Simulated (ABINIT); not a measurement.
# Ta (Im-3m) in ABINIT: a series of runs

The runs below take Ta through band structure, equation of state, with BLYP.

Everything below comes from runs of ABINIT 10.8.3 (patched build). Logs are shortened: lines on timing, memory, paths and dates and some standing lists are left out, and cuts for length are marked. The log counts tension as positive stress, the text compression.

**What was measured.**

“Pressure effects on the electronic structure and superconductivity of (TaNb)0.67(HfZrTi)0.33 high entropy alloy”, 2019, arxiv:1910.08312 quotes, for a bulk crystal of Ta: bulk modulus 194 GPa.

How close the calculation comes is told below.

**1. The crystal as given**

The structure is cubic, space group Im-3m (No. 229). The conventional cell has a = 3.303 Å, b = 3.303 Å, c = 3.303 Å, α = 90.00°, β = 90.00°, γ = 90.00°. Ta (site symmetry m-3m) is surrounded by 8 Ta at 2.86 Å.

**2. Band structure, BLYP, spin-orbit coupling, no magnetisation**

Input file run.abi:

```
# Datasets: ground state, then fixed potential
ndtset 2

# Pseudopotentials
pp_dirpath "./"
pseudos "Ta.GGA_PBE-JTH.xml"

# Structure
acell 2.8601008575 2.8601008575 2.8601008575 Angstrom
rprim
    -0.5773502692     0.5773502692     0.5773502692
     0.5773502692    -0.5773502692     0.5773502692
     0.5773502692     0.5773502692    -0.5773502692
ntypat 1
znucl 73
natom 1
typat 1
xred
     0.0000000000     0.0000000000     0.0000000000

# Plane-wave basis
ecut 19.0
pawecutdg 38.0

# Exchange and correlation
ixc -106131

# Bands and occupations
occopt 3
tsmear 0.00183747

# Spin
nspinor 2
nspden 1
pawspnorb 1

# SCF cycle
nstep 100

# Output
iomode 3
prtwf 0
prteig 0
prtebands 0
enunit 1
prtden1 1

# Dataset 1
kptopt1 4
ngkpt1 11 11 11
nshiftk1 1
shiftk1 0.0 0.0 0.0
nband1 22
tolvrs1 1.0e-9

# Dataset 2: bands along G-H-N-G-P-H
iscf2 -2
getden2 1
nband2 34
nbdbuf2 8
tolwfr2 1.0e-11
kptopt2 -5
ndivsm2 8
prteig2 1
kptbounds2
     0.0000000000     0.0000000000     0.0000000000
     0.5000000000    -0.5000000000     0.5000000000
     0.0000000000     0.0000000000     0.5000000000
     0.0000000000     0.0000000000     0.0000000000
     0.2500000000     0.2500000000     0.2500000000
     0.5000000000    -0.5000000000     0.5000000000
```

Potentials or basis: JTH PAW PBE v2.0.

Started as:

```bash
$ abinit run.abi > log 2>&1
```

run.abo:

```text
.Version 10.8.3 of ABINIT
 DATASET    1 : space group I4 3 2 (#211); Bravais cI (body-center cubic)
================================================================================
 Values of the parameters that define the memory need for DATASET  1.
     intxc =       0    ionmov =       0      iscf =      17    lmnmax =      18
     lnmax =       6     mgfft =      24  mpssoang =       3    mqgrid =    3001
     natom =       1  nloc_mem =       2    nspden =       1   nspinor =       2
    nsppol =       1      nsym =      24    n1xccc =       1    ntypat =       1
    occopt =       3   xclevel =       2
       mpw =         490          nfft =       13824          nkpt =          66
 PAW method is used; the additional fine FFT grid is defined by:
   mgfftf=        30    nfftf =     27000
================================================================================
================================================================================

 DATASET    2 : space group I4 3 2 (#211); Bravais cI (body-center cubic)
================================================================================
 Values of the parameters that define the memory need for DATASET  2.
     intxc =       0    ionmov =       0      iscf =      -2    lmnmax =      18
     lnmax =       6     mgfft =      24  mpssoang =       3    mqgrid =    3001
     natom =       1  nloc_mem =       2    nspden =       1   nspinor =       2
    nsppol =       1      nsym =      24    n1xccc =       1    ntypat =       1
    occopt =       3   xclevel =       2
       mpw =         490          nfft =       13824          nkpt =          48
 PAW method is used; the additional fine FFT grid is defined by:
   mgfftf=        30    nfftf =     27000
================================================================================
================================================================================

--------------------------------------------------------------------------------
------------- Echo of variables that govern the present computation ------------
--------------------------------------------------------------------------------
 -outvars: echo values of preprocessed input variables --------
            acell      5.4048073131E+00  5.4048073131E+00  5.4048073131E+00 Bohr
              amu      1.80947900E+02
             ecut      1.90000000E+01 Hartree
           enunit           1
           getden1          0
           getden2          1
             iscf1         17
             iscf2         -2
                       outvar_i_n : Printing only first  50 k-points.
              ixc     -106131
           jdtset        1    2
                       outvar_i_n : Printing only first  50 k-points.
           kptopt1          4
           kptopt2         -5
         kptrlatt       11    0    0      0   11    0      0    0   11
          kptrlen1     5.94528804E+01
          kptrlen2     3.00000000E+01
            natom           1
            nband1         22
            nband2         34
           nbdbuf1          0
           nbdbuf2          8
           ndtset           2
           ndivsm1          0
           ndivsm2          8
            ngfft          24      24      24
          ngfftdg          30      30      30
             nkpt1         66
             nkpt2         48
          nspinor           2
            nstep         100
             nsym          24
           ntypat           1
                       prtocc : prtvol=0, do not print more k-points.
           occopt           3
        pawcpxocc           2
        pawecutdg      3.80000000E+01 Hartree
        pawspnorb           1
         pawxcdev           0
        prtebands           0
           prteig1          0
           prteig2          1
            prtwf           0
            rprim     -5.7735026920E-01  5.7735026920E-01  5.7735026920E-01
                       5.7735026920E-01 -5.7735026920E-01  5.7735026920E-01
                       5.7735026920E-01  5.7735026920E-01 -5.7735026920E-01
           shiftk1     0.00000000E+00  0.00000000E+00  0.00000000E+00
           shiftk2     5.00000000E-01  5.00000000E-01  5.00000000E-01
          spgroup         211
           tolvrs1     1.00000000E-09
           tolvrs2     0.00000000E+00
[... 206 lines left out ...]
  sigma(3 3)= -2.99979749E-04  sigma(2 1)=  0.00000000E+00

-Cartesian components of stress tensor (GPa)         [Pressure=  8.8257E+00 GPa]
- sigma(1 1)= -8.82570893E+00  sigma(3 2)=  0.00000000E+00
- sigma(2 2)= -8.82570893E+00  sigma(3 1)=  0.00000000E+00
- sigma(3 3)= -8.82570893E+00  sigma(2 1)=  0.00000000E+00

================================================================================
== DATASET  2 ==================================================================

--- !DatasetInfo
iteration_state: {dtset: 2, }
dimensions: {natom: 1, nkpt: 48, mband: 34, nsppol: 1, nspinor: 2, nspden: 1, mpw: 490, }
cutoff_energies: {ecut:  19.0, pawecutdg:  38.0, }
electrons: {nelect:   1.30000000E+01, charge:   0.00000000E+00, occopt:   3.00000000E+00, tsmear:   1.83747000E-03, }
meta: {optdriver: 0, ionmov: 0, optcell: 0, iscf: -2, paral_kgb: 0, }
...

 mkfilename : getden/=0, take file _DEN from output of DATASET   1.

 Real(R)+Recip(G) space primitive vectors, cartesian coordinates (Bohr,Bohr^-1):
 R(1)= -3.1204670  3.1204670  3.1204670  G(1)=  0.0000000  0.1602324  0.1602324
 R(2)=  3.1204670 -3.1204670  3.1204670  G(2)=  0.1602324  0.0000000  0.1602324
 R(3)=  3.1204670  3.1204670 -3.1204670  G(3)=  0.1602324  0.1602324  0.0000000
 Unit cell volume ucvol=  1.2153987E+02 bohr^3
 Angles (23,13,12)=  1.09471221E+02  1.09471221E+02  1.09471221E+02 degrees

 Coarse grid specifications (used for wave-functions):

 getcut: wavevector=  0.0000  0.0000  0.0000  ngfft=  24  24  24
         ecut(hartree)=     19.000   => boxcut(ratio)=   2.26302

 getcut : COMMENT -
  Note that boxcut > 2.2 ; recall that boxcut=Gcut(box)/Gcut(sphere) = 2
  is sufficient for exact treatment of convolution.
  Such a large boxcut is a waste : you could raise ecut
  e.g. ecut=   24.326062 Hartrees makes boxcut=2

 Fine grid specifications (used for densities):

 getcut: wavevector=  0.0000  0.0000  0.0000  ngfft=  30  30  30
         ecut(hartree)=     38.000   => boxcut(ratio)=   2.00025
--------------------------------------------------------------------------------

================================================================================
 Non-SCF case, kpt    1 (  0.00000  0.00000  0.00000), residuals and eigenvalues=
  8.59E-12  6.00E-12  1.88E-12  3.80E-12  3.79E-12  3.22E-12  4.42E-12  8.54E-12
  1.46E-12  8.66E-12  3.38E-12  8.43E-12  2.57E-12  5.67E-12  2.00E-12  4.73E-12
  4.35E-12  4.82E-12  7.01E-12  9.85E-12  5.20E-12  4.07E-12  4.33E-12  4.54E-12
  4.28E-12  5.01E-12  1.57E-09  8.14E-09  4.07E-08  2.32E-07  2.42E-07  6.46E-07
  6.68E-11  9.15E-10
 -2.4115E+00 -2.4115E+00 -1.3613E+00 -1.3613E+00 -1.0652E+00 -1.0652E+00
 -1.0652E+00 -1.0652E+00 -2.2655E-01 -2.2655E-01  7.6331E-02  7.6331E-02
  7.6331E-02  7.6331E-02  9.1852E-02  9.1852E-02  2.0413E-01  2.0413E-01
  2.0413E-01  2.0413E-01  6.1840E-01  6.1840E-01  6.1840E-01  6.1840E-01
  6.1840E-01  6.1840E-01  1.0242E+00  1.0242E+00  1.0242E+00  1.0242E+00
[... 551 lines left out ...]
  6.5763E-01  6.5763E-01  9.0171E-01  9.0171E-01  9.0246E-01  9.0246E-01
  9.7870E-01  9.7870E-01  1.3304E+00  1.3307E+00
 Non-SCF case, kpt   48 (  0.50000 -0.50000  0.50000), residuals and eigenvalues=
  6.63E-12  1.19E-12  6.77E-12  3.89E-12  7.32E-12  3.83E-12  7.15E-12  6.23E-12
  1.20E-12  3.61E-12  6.61E-12  9.73E-12  5.76E-12  5.14E-12  6.35E-12  3.87E-12
  3.78E-12  2.71E-12  6.24E-12  8.39E-12  3.93E-12  7.58E-12  5.76E-12  1.63E-12
  1.71E-12  2.40E-12  1.65E-12  6.92E-12  9.04E-12  2.20E-11  9.92E-11  1.04E-10
  2.11E-04  1.30E-03
 -2.4041E+00 -2.4041E+00 -1.3812E+00 -1.3812E+00 -1.1016E+00 -1.1016E+00
 -1.1016E+00 -1.1016E+00 -7.9604E-02 -7.9604E-02 -7.9604E-02 -7.9604E-02
  2.9696E-01  2.9696E-01  2.9696E-01  2.9696E-01  3.1961E-01  3.1961E-01
  3.3312E-01  3.3312E-01  4.1017E-01  4.1017E-01  4.1017E-01  4.1017E-01
  6.3111E-01  6.3111E-01  9.1056E-01  9.1056E-01  9.1056E-01  9.1056E-01
  9.6840E-01  9.6840E-01  1.3626E+00  1.3657E+00

--- !ResultsGS
iteration_state: {dtset: 2, }
comment   : Summary of ground state results
lattice_vectors:
- [ -3.1204670,   3.1204670,   3.1204670, ]
- [  3.1204670,  -3.1204670,   3.1204670, ]
- [  3.1204670,   3.1204670,  -3.1204670, ]
lattice_lengths: [   5.40481,    5.40481,    5.40481, ]
lattice_angles: [109.471, 109.471, 109.471, ] # degrees, (23, 13, 12)
lattice_volume:   1.2153987E+02
convergence: {deltae:  0.000E+00, res2:  0.000E+00, residm:  9.992E-12, diffor:  0.000E+00, }
etotal    :  -5.89275142E+01
entropy   :   0.00000000E+00
fermie    :   5.84759655E-02
cartesian_stress_tensor: null
pressure_GPa: null
xred      :
- [  0.0000E+00,   0.0000E+00,   0.0000E+00, Ta]
cartesian_forces: null
force_length_stats: {min: null, max: null, mean: null, }
...

 Integrated electronic density in atomic spheres:
 ------------------------------------------------
 Atom  Sphere_radius  Integrated_density
    1        2.41973         10.71919090

================================================================================

 ----iterations are completed or convergence reached----

 Mean square residual over all n,k,spin=   43.167E-13; max=  99.921E-13
 reduced coordinates (array xred) for    1 atoms
       0.000000000000      0.000000000000      0.000000000000

 cartesian coordinates (angstrom) at end:
    1      0.00000000000000     0.00000000000000     0.00000000000000
 length scales=  5.404807313149  5.404807313149  5.404807313149 bohr
              =  2.860100857500  2.860100857500  2.860100857500 angstroms
 Eigenvalues (   eV  ) for nkpt=  48  k points:
 kpt#   1, nband= 34, wtk=  1.00000, kpt=  0.0000  0.0000  0.0000 (reduced coord)
 -65.62053  -65.62053  -37.04357  -37.04357  -28.98553  -28.98553  -28.98553  -28.98553
  -6.16472   -6.16472    2.07708    2.07708    2.07708    2.07708    2.49943    2.49943
   5.55455    5.55455    5.55455    5.55455   16.82759   16.82759   16.82759   16.82759
  16.82759   16.82759   27.87073   27.87073   27.87073   27.87073   28.52349   28.52350
  30.93622   30.93622
 kpt#   2, nband= 34, wtk=  1.00000, kpt=  0.0455 -0.0455  0.0455 (reduced coord)
 -65.61592  -65.61592  -37.05770  -37.05770  -29.02220  -29.02220  -29.00494  -29.00494
  -5.97813   -5.97813    2.05159    2.05159    2.11894    2.11894    2.51942    2.51942
   5.25397    5.25397    5.65511    5.65511   17.14608   17.14608   17.14649   17.14649
  17.16506   17.16506   25.47232   25.47232   28.12719   28.12719   28.95961   28.95961
  30.72367   30.72369
 kpt#   3, nband= 34, wtk=  1.00000, kpt=  0.0909 -0.0909  0.0909 (reduced coord)
 -65.60260  -65.60260  -37.09810  -37.09810  -29.12441  -29.12441  -29.06181  -29.06181
  -5.43782   -5.43782    2.00335    2.00335    2.18549    2.18549    2.66274    2.66274
   4.47609    4.47609    5.93778    5.93778   18.00544   18.00544   18.06031   18.06031
  18.09558   18.09558   22.38599   22.38599   28.28212   28.28213   28.91091   28.91093
[... 257 lines left out ...]
  19.75592   19.75592   23.91211   23.91211   23.97704   23.97704   27.44458   27.44458
  33.66077   33.66078
 kpt#  47, nband= 34, wtk=  1.00000, kpt=  0.4750 -0.4250  0.4750 (reduced coord)
 -65.42305  -65.42305  -37.57786  -37.57786  -29.98068  -29.98068  -29.94750  -29.94750
  -2.06002   -2.06002   -2.05038   -2.05038    6.79670    6.79670    7.84495    7.84495
   8.13361    8.13361    9.90106    9.90106   11.46492   11.46492   11.62524   11.62524
  17.89489   17.89489   24.53674   24.53674   24.55712   24.55712   26.63178   26.63178
  36.20150   36.21054
 kpt#  48, nband= 34, wtk=  1.00000, kpt=  0.5000 -0.5000  0.5000 (reduced coord)
 -65.41991  -65.41991  -37.58497  -37.58497  -29.97564  -29.97564  -29.97564  -29.97564
  -2.16613   -2.16613   -2.16613   -2.16613    8.08066    8.08066    8.08066    8.08066
   8.69699    8.69699    9.06479    9.06479   11.16128   11.16128   11.16128   11.16128
  17.17340   17.17340   24.77758   24.77758   24.77758   24.77758   26.35159   26.35159
  37.07773   37.16172

== END DATASET(S) ==============================================================
================================================================================

 -outvars: echo values of variables after computation  --------
            acell      5.4048073131E+00  5.4048073131E+00  5.4048073131E+00 Bohr
           etotal1    -5.8927514207E+01
            fcart1    -0.0000000000E+00 -0.0000000000E+00 -0.0000000000E+00
            rprim     -5.7735026920E-01  5.7735026920E-01  5.7735026920E-01
                       5.7735026920E-01 -5.7735026920E-01  5.7735026920E-01
                       5.7735026920E-01  5.7735026920E-01 -5.7735026920E-01
           strten1    -2.9997974920E-04 -2.9997974920E-04 -2.9997974920E-04
                       0.0000000000E+00  0.0000000000E+00  0.0000000000E+00
 Calculation completed.
```

Wall time 1.8 min (1 thread of Arm Neoverse V2, shared host); peak memory 0.12 GiB.

What came out:

```yaml
Free_energy: -1603.4993 eV
Pressure: 8.8 GPa
Band_gap_on_the_k_mesh: none (metal or under the smearing width)
Valence_electrons_inside_the_program's_atomic_spheres: Ta 10.72 (radii [1.2805] Å)
```

Levels at the corners of the path, in eV from the Fermi level:
| point | band 10 | band 11 | band 12 | band 13 | band 14 | band 15 |
| --- | --- | --- | --- | --- | --- | --- |
| Γ | -7.76 | 0.49 | 0.49 | 0.49 | 0.49 | 0.91 |
| H | -3.76 | -3.76 | -3.76 | 6.49 | 6.49 | 6.49 |
| N | -4.32 | -1.59 | -1.59 | 1.84 | 1.84 | 3.77 |
| Γ | -7.76 | 0.49 | 0.49 | 0.49 | 0.49 | 0.91 |
| P | -1.54 | -0.99 | -0.99 | -0.99 | -0.99 | 4.95 |
| H | -3.76 | -3.76 | -3.76 | 6.49 | 6.49 | 6.49 |

Caveat: the PAW data sets were made with another functional, which shifts forces and pressure a little.

(Part 1 of 2 ends here.)
